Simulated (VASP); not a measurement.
Here is a VASP 6.6.1 calculation.

INCAR

```
PREC = Accurate ; ENCUT = 600
EDIFF = 1E-7 ; ISMEAR = 0
SIGMA = 0.02 ; LREAL = F
LASPH = T ; NELM = 100
ALGO = Normal ; ISIF = 3
LWAVE = F ; LCHARG = F
GGA = PS ; IBRION = 2
NSW = 100 ; EDIFFG = -0.005
```

KPOINTS

```
regular mesh
0
Gamma
  10 10 10
```

Contents of POSCAR:

```
InP
1.0
    0.0000000000      2.9390910338      2.9390910338
    2.9390910338      0.0000000000      2.9390910338
    2.9390910338      2.9390910338      0.0000000000
In P
1 1
Direct
    0.0000000000      0.0000000000      0.0000000000
    0.2500000000      0.2500000000      0.2500000000
```

Potentials or basis: VASP PAW PBE potentials, release 64 (In_d, P).

Launch:

```console
$ cat potpaw_PBE.64/In_d/POTCAR potpaw_PBE.64/P/POTCAR > POTCAR
$ mpirun -np 1 vasp_std > vasp.out
```

(1) Estimate the band gap on the k mesh.

Answers

(1) 0.57 eV, direct.

Caveat: the relaxation stopped at its first step, so nothing moved; spin-orbit coupling is left out, which moves the levels of the heavy elements.
